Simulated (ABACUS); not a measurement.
# CaSe (Fm-3m) in ABACUS: reference runs

Aim: a first look at CaSe with PBEsol, on the cell as given.

All numbers are computed with ABACUS 3.10.1; they aren't measurements. Logs are shortened: lines on timing, memory, paths and dates and some standing lists are left out, and cuts for length are marked.

**Experimental background.**

A printed reference work, monograph, original work of 1988 reports, for a bulk crystal of CaSe at 2 K: band gap 3.85 eV (indirect).

The runs below are set against these values where they give the same quantity.

**1. The structure**

Symmetry: Fm-3m, No. 225, cubic system. Conventional cell: a = 5.912 Å, b = 5.912 Å, c = 5.912 Å, α = 90.00°, β = 90.00°, γ = 90.00°. Around Se (site symmetry m-3m) lie 6 Ca at 2.96 Å. Around Ca (site symmetry m-3m) lie 6 Se at 2.96 Å.

**2. Single point, PBEsol**

INPUT reads:

```
INPUT_PARAMETERS
suffix              CaSe
calculation         scf
basis_type          pw
pseudo_dir          ./
symmetry            1
dft_functional      pbesol
ecutwfc             87
pseudo_rcut         7
nspin               1
nbands              17
ks_solver           dav
smearing_method     fd
smearing_sigma      0.00367493
scf_thr             1e-08
scf_nmax            100
mixing_type         broyden
mixing_beta         0.7
cal_force           1
cal_stress          1
kpar                4
```

STRU reads:

```
ATOMIC_SPECIES
Se 78.9710 Se.upf
Ca 40.0780 Ca.upf

LATTICE_CONSTANT
1.8897261246

LATTICE_VECTORS
0.0000000000 2.9560000000 2.9560000000
2.9560000000 0.0000000000 2.9560000000
2.9560000000 2.9560000000 0.0000000000

ATOMIC_POSITIONS
Direct

Se
0.0
1
0.5000000000 0.5000000000 0.5000000000 1 1 1

Ca
0.0
1
0.0000000000 0.0000000000 0.0000000000 1 1 1
```

KPT reads:

```
K_POINTS
0
Gamma
8 8 8 0 0 0
```

Potentials or basis: PseudoDojo NC SR 0.4.1 PBEsol standard, plane waves.

Run with:

```
OMP_NUM_THREADS=1 mpirun -np 4 abacus > log
```

running log:

```text
ABACUS v3.10.1

               Atomic-orbital Based Ab-initio Computation at UStc

 ------------------------------------------------------------------------------------

 READING GENERAL INFORMATION
                           global_out_dir = OUT.CaSe/
                           global_in_card = INPUT
                               pseudo_dir = ./
                              orbital_dir =
                                    DSIZE = 4
                                    GSIZE = 1

 READING UNITCELL INFORMATION
                                    ntype = 2
                  lattice constant (Bohr) = 1.88973
              lattice constant (Angstrom) = 1

 READING ATOM TYPE 1
                               atom label = Se
                      L=0, number of zeta = 1
                      L=1, number of zeta = 1
                      L=2, number of zeta = 1
             number of atom for this type = 1

 READING ATOM TYPE 2
                               atom label = Ca
                      L=0, number of zeta = 1
                      L=1, number of zeta = 1
                      L=2, number of zeta = 1
             number of atom for this type = 1

                        TOTAL ATOM NUMBER = 2
DIRECT COORDINATES
    atom                   x                   y                   z     mag                  vx                  vy                  vz
taud_Se1            0.5000000000        0.5000000000        0.5000000000  0.0000        0.0000000000        0.0000000000        0.0000000000
taud_Ca1            0.0000000000        0.0000000000        0.0000000000  0.0000        0.0000000000        0.0000000000        0.0000000000

                          Volume (Bohr^3) = 348.61
                             Volume (A^3) = 51.6586

 Lattice vectors: (Cartesian coordinate: in unit of a_0)
                   +0              +2.956              +2.956
               +2.956                  +0              +2.956
               +2.956              +2.956                  +0
 Reciprocal vectors: (Cartesian coordinate: in unit of 2 pi/a_0)
            -0.169147           +0.169147           +0.169147
            +0.169147           -0.169147           +0.169147
            +0.169147           +0.169147           -0.169147
 The esolver type has been set to : ksdft_pw

                PAO radial cut off (Bohr) = 7

 Read in pseudopotential file is Se.upf
                     pseudopotential type = NC
          exchange-correlation functional = PBESOL
                 nonlocal core correction = 1
                        valence electrons = 16
                                     lmax = 2
                           number of zeta = 3
[... 7 lines left out ...]
                PAO radial cut off (Bohr) = 7

 Read in pseudopotential file is Ca.upf
                     pseudopotential type = NC
          exchange-correlation functional = PBESOL
                 nonlocal core correction = 1
                        valence electrons = 10
                                     lmax = 2
                           number of zeta = 3
[... 5 lines left out ...]
                           L of projector = 2
                           L of projector = 2
     initial pseudo atomic orbital number = 14

 SETUP THE ELECTRONS NUMBER
            electron number of element Se = 16
      total electron number of element Se = 16
            electron number of element Ca = 10
      total electron number of element Ca = 10
            AUTOSET number of electrons:  = 26
                           occupied bands = 13
                                   NBANDS = 17
                                   NLOCAL = 18

%%%%%%%%%%%%%%%%%%%%%%%%%%%%%%%%%%%%%%%%%%%%%%%%%%%%%%%%%%%%%%%%%%%%%%%%%%%%%%%%%%%%%%%%%%%%%%%%%%%%%%%%%%
 Warning: the number of valence electrons in pseudopotential > 6 for Se: [Ar] 3d10 4s2 4p4
 Warning: the number of valence electrons in pseudopotential > 2 for Ca: [Ar] 4s2
 Pseudopotentials with additional electrons can yield (more) accurate outcomes, but may be less efficient.
 If you're confident that your chosen pseudopotential is appropriate, you can safely ignore this warning.
%%%%%%%%%%%%%%%%%%%%%%%%%%%%%%%%%%%%%%%%%%%%%%%%%%%%%%%%%%%%%%%%%%%%%%%%%%%%%%%%%%%%%%%%%%%%%%%%%%%%%%%%%%

 SETUP THE PLANE WAVE BASIS
 energy cutoff for charge/potential (unit:Ry) = 348
            fft grid for charge/potential = [ 48, 48, 48 ]
                        fft grid division = [ 1, 1, 1 ]
        big fft grid for charge/potential = [ 48, 48, 48 ]
                                     nbxx = 110592
                                     nrxx = 110592

 SETUP PLANE WAVES FOR CHARGE/POTENTIAL
                    number of plane waves = 38421
                         number of sticks = 1507

 PARALLEL PW FOR CHARGE/POTENTIAL
     PROC   COLUMNS(POT)             PW
        1           1507          38421
 --------------- sum -------------------
        1           1507          38421
                            number of |g| = 370
                                  max |g| = 31.472
                                  min |g| = 0

----------- Double Check Mixing Parameters Begin ------------
mixing_type: broyden
mixing_beta: 0.7
mixing_gg0: 1
mixing_gg0_min: 0.1
mixing_ndim: 8
----------- Double Check Mixing Parameters End ------------

 LATTICE VECTORS: (CARTESIAN COORDINATE: IN UNIT OF A0)
                   +0              +2.956              +2.956
               +2.956                  +0              +2.956
               +2.956              +2.956                  +0
                       right hand lattice = 1
                                   NORM_A = 4.18042
                                   NORM_B = 4.18042
                                   NORM_C = 4.18042
                           ALPHA (DEGREE) = 60
                           BETA  (DEGREE) = 60
                           GAMMA (DEGREE) = 60

 The lattice vectors have been changed (STRU_SIMPLE.cif)

(for optimal symmetric configuration:)
                             BRAVAIS TYPE = 3
                     BRAVAIS LATTICE NAME = 03. Cubic F (face-centered)
                                    ibrav = 3
                                    IBRAV = 3
                                  BRAVAIS = FACE CENTERED CUBIC
                       LATTICE CONSTANT A = 5.912
Original cell was already a primitive cell.
                        ROTATION MATRICES = 48
              PURE POINT GROUP OPERATIONS = 48
                   SPACE GROUP OPERATIONS = 48
                              POINT GROUP = O_h
               POINT GROUP IN SPACE GROUP = O_h

 SETUP K-POINTS
                                    nspin = 1
                   Input type of k points = Monkhorst-Pack(Gamma)
                                   nkstot = 512
                       right hand lattice = 1
(for reciprocal lattice: )
                             BRAVAIS TYPE = 2
                     BRAVAIS LATTICE NAME = 02. Cubic I (body-centered)
                                    ibrav = 2
                       right hand lattice = 1
(for k-lattice: )
                             BRAVAIS TYPE = 2
                     BRAVAIS LATTICE NAME = 02. Cubic I (body-centered)
                                    ibrav = 2
                       right hand lattice = 1
                        ROTATION MATRICES = 48
                               nkstot_ibz = 29
K-POINTS REDUCTION ACCORDING TO SYMMETRY
     IBZ    DIRECT_X    DIRECT_Y    DIRECT_Z  WEIGHT  ibz2bz
       1  0.00000000  0.00000000  0.00000000  0.0020       0
       2  0.12500000  0.12500000  0.12500000  0.0156       1
       3  0.25000000  0.25000000  0.25000000  0.0156       2
       4  0.37500000  0.37500000  0.37500000  0.0156       3
       5  0.50000000  0.50000000  0.50000000  0.0078       4
       6  0.12500000  0.12500000  0.00000000  0.0117       9
[... 21 lines left out ...]
      28 -0.12500000  0.50000000  0.37500000  0.0234     101
      29  0.50000000  0.25000000 -0.25000000  0.0117     166

                               nkstot now = 29
[... K-POINTS DIRECT COORDINATES: 29 rows ...]

           k-point number in this process = 8
       minimum distributed K point number = 7
[... stars of the k points ...]

[... K-POINTS CARTESIAN COORDINATES: 8 rows ...]

[... K-POINTS DIRECT COORDINATES: 8 rows ...]

 SETUP PLANE WAVES FOR WAVE FUNCTIONS
     energy cutoff for wavefunc (unit:Ry) = 87
              fft grid for wave functions = [ 48, 48, 48 ]
                    number of plane waves = 5601
                         number of sticks = 421

 PARALLEL PW FOR WAVE FUNCTIONS
     PROC   COLUMNS(POT)             PW
        1            421           5601
 --------------- sum -------------------
        1            421           5601

 SETUP NONLOCAL PSEUDOPOTENTIALS IN PLANE WAVE BASIS
 Se non-local projectors:
 projector 1 L=0
 projector 2 L=0
 projector 3 L=1
 projector 4 L=1
 projector 5 L=2
 projector 6 L=2
 Ca non-local projectors:
 projector 1 L=0
 projector 2 L=0
 projector 3 L=1
 projector 4 L=1
 projector 5 L=2
 projector 6 L=2
      TOTAL NUMBER OF NONLOCAL PROJECTORS = 36

 Init Non-Local PseudoPotential table :
 Init Non-Local-Pseudopotential done.

                                     npwx = 4813

 Make real space PAO into reciprocal space.
       max mesh points in Pseudopotential = 701
     dq(describe PAO in reciprocal space) = 0.01
                                    max q = 1124

 number of pseudo atomic orbitals for Se is 3
WARNING: norm of atomic wavefunction # 2 of atomic type Se is 0.999994, renormalized
WARNING: norm of atomic wavefunction # 3 of atomic type Se is 0.999458, renormalized

 number of pseudo atomic orbitals for Ca is 3
WARNING: norm of atomic wavefunction # 3 of atomic type Ca is 0.979109, renormalized

 -------------------------------------------
 SELF-CONSISTENT
 -------------------------------------------
                                 init_chg = atomic

 PW ALGORITHM --------------- ION=   1  ELEC=   1--------------------------------
 Notice: Threshold on eigenvalues was too large.
 hsover_error=0.26 > DRHO=0.0482289
 Origin diag ethr = 0.01
 New diag ethr = 0.000185496

 Density error is 0.0466285031599
                          Error Threshold = 0.00018549560653
----------------------------------------------------------
     Energy           Rydberg                 eV
----------------------------------------------------------
 E_KohnSham     -319.7951620167      -4351.0363962603
 E_Harris       -318.1588559587      -4328.7733101992
 E_Fermi        0.5969858446         8.1224091114
----------------------------------------------------------
[... 63 lines left out ...]
 Density error is 5.98494035451e-09
                          Error Threshold = 2.63063340465e-10
----------------------------------------------------------
     Energy           Rydberg                 eV
----------------------------------------------------------
 E_KohnSham     -319.8054473298      -4351.1763351242
 E_KS(sigma->0) -319.8054473298      -4351.1763351241
 E_Harris       -319.8048311955      -4351.1679521874
 E_band         -37.1422295894       -505.3459588397
 E_one_elec     -170.5228495908      -2320.0823936319
 E_Hartree      90.6154620980        1232.8866114357
 E_xc           -62.5874053056       -851.5453351914
 E_Ewald        -177.3106545314      -2412.4352177364
 E_entropy(-TS) -0.0000000000        -0.0000000001
 E_descf        0.0000000000         0.0000000000
 E_exx          0.0000000000         0.0000000000
 E_Fermi        0.6048451799         8.2293408543
----------------------------------------------------------

 charge density convergence is achieved
 final etot is -4351.1763351 eV
 EFERMI = 8.2293408543 eV

 STATE ENERGY(eV) AND OCCUPATIONS    NSPIN == 1
 1/8 kpoint (Cartesian) = 0.0000 0.0000 0.0000 (4813 pws)
       1       -38.6807     0.00390625
       2       -38.6807     0.00390625
       3       -38.6727     0.00390625
       4       -38.6727     0.00390625
       5       -38.6727     0.00390625
       6       -32.2585     0.00390625
[... 9 lines left out ...]
      16        10.9623    7.13623e-27
      17        10.9623    7.13623e-27
[... 78 lines left out ...]
       1       -38.6807      0.0234375
       2       -38.6807      0.0234375
       3       -38.6727      0.0234375
       4       -38.6727      0.0234375
       5       -38.6727      0.0234375
       6       -32.2571      0.0234375
[... 9 lines left out ...]
      16        11.5192    6.23119e-31
      17        11.5192    6.23119e-31

[... levels at 2 further k points ...]

------------------------------------------------------------------------------------------
 TOTAL-FORCE (eV/Angstrom)
------------------------------------------------------------------------------------------
                       Se1         0.0000000000         0.0000000000         0.0000000000
                       Ca1         0.0000000000         0.0000000000         0.0000000000
------------------------------------------------------------------------------------------

----------------------------------------------------------------
 TOTAL-STRESS (KBAR)
----------------------------------------------------------------
       -11.3748001002        -0.0000000000        -0.0000000000
        -0.0000000000       -11.3748001002         0.0000000000
        -0.0000000000         0.0000000000       -11.3748001002
----------------------------------------------------------------
 TOTAL-PRESSURE: -11.374800 KBAR

 --------------------------------------------
 !FINAL_ETOT_IS -4351.1763351241752389 eV
 --------------------------------------------
```

Run time: 9.3 s. Hardware: 4 MPI ranks of Intel Xeon 6975P-C (Granite Rapids), shared host; peak memory 0.4 GiB.

Results:

| Property | Result |
| --- | --- |
| Free energy | -4351.1763 eV |
| Pressure | -1.1 GPa |
| Band gap on the k mesh | 1.94 eV, indirect (least direct gap 2.88 eV) |

Levels at points of the mesh, in eV from the valence-band top:
```tsv
k point	band 11	band 12	band 13	band 14	band 15	band 16
(0.00, 0.00, 0.00)	0.00	0.00	0.00	3.19	3.66	3.66
(0.50, 0.50, 0.50)	-3.33	-1.21	-1.21	4.39	5.45	5.49
(0.50, 0.50, 0.00)	-2.56	-0.95	-0.95	1.94	4.96	5.04
```

**3. Against experiment**

Step 2. A measured gap of CaSe is 3.85 eV (indirect; 2 K; a printed reference work, monograph, original work of 1988); the calculated 1.94 eV misses it by -1.91 eV. Spin-orbit coupling on Se is left out. The value is that of PBEsol on a finite k mesh, which can miss the band edges, without temperature or zero-point motion. Semilocal functionals fall short of measured gaps as a rule.
